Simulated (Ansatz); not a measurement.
# Migration of H in Pd

The calculation used DFT PBEsol, scalar-relativistic, plane waves, PAW in Ansatz 0.2.0. (420 eV cutoff, 4×4×4 k-mesh, shifted by half a step, Gaussian smearing of 0.10 eV, no spin polarisation)

Host crystal, relaxed:

```
Pd
1.0
     0.00000    1.93752    1.93752
     1.93752    0.00000    1.93752
     1.93752    1.93752    0.00000
Pd
1
Direct
  0.00000 0.00000 0.00000
```

In a supercell of 16 host sites, interstitial H hops to an equivalent place, moving 2.74 Å between the relaxed ends. Climbing-image nudged elastic band at fixed cell with images 0 (start) to 4 (end), the path measured over all atoms, converged to 0.05 eV/Å; the order of the saddle wasn't checked, and the small cell leaves errors of about a tenth of an eV. Zero-point motion and tunnelling, which matter for H, are left out.

Supercell rows in host cell vectors: 1 1 1; -3 1 1; 1 -3 1. H was set at (0.500, 0.500, 0.500) of the host cell.

At the relaxed start H has 1 Pd at 1.95 Å, 3 Pd at 1.96 Å, 1 Pd at 1.97 Å, 1 Pd at 1.98 Å.

How high is the barrier, and where does the atom pass?

0.25 eV at image 1, where H has 3 Pd at 1.68 Å.

Cost: 1 run of about 41 core-minutes, on Intel Xeon 6975P-C (Granite Rapids) (shared hosts).